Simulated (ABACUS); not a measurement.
Crystal: Ta.

```
Ta
1.0
    -1.65128    1.65128    1.65128
     1.65128   -1.65128    1.65128
     1.65128    1.65128   -1.65128
Ta
1
Cartesian
  0.0000 0.0000 0.0000
```

Base run:

```yaml
Program: ABACUS 3.10.1
Functional: PBE
Potentials_or_basis: SSSP 1.3 efficiency PBE
Cutoff: 748 eV
Density_cutoff: 5987 eV
Basis: plane waves
k_mesh: 9 × 9 × 9
Occupations: fermi-dirac, width 0.05 eV
Spin: no spin polarisation
```

Its results: band gap on the k mesh none (metal or under the smearing width); pressure 3.1 GPa.

Problem. The run is repeated on the same cell with these changes: functional from PBE to revPBE. What comes out?

Solution. Band gap on the k mesh none (metal or under the smearing width); pressure 5.7 GPa.

revPBE binds less tightly than PBE, so the same cell stands under more pressure.

Caveats: the potentials were made for another functional, which shifts forces and pressure (some runs).
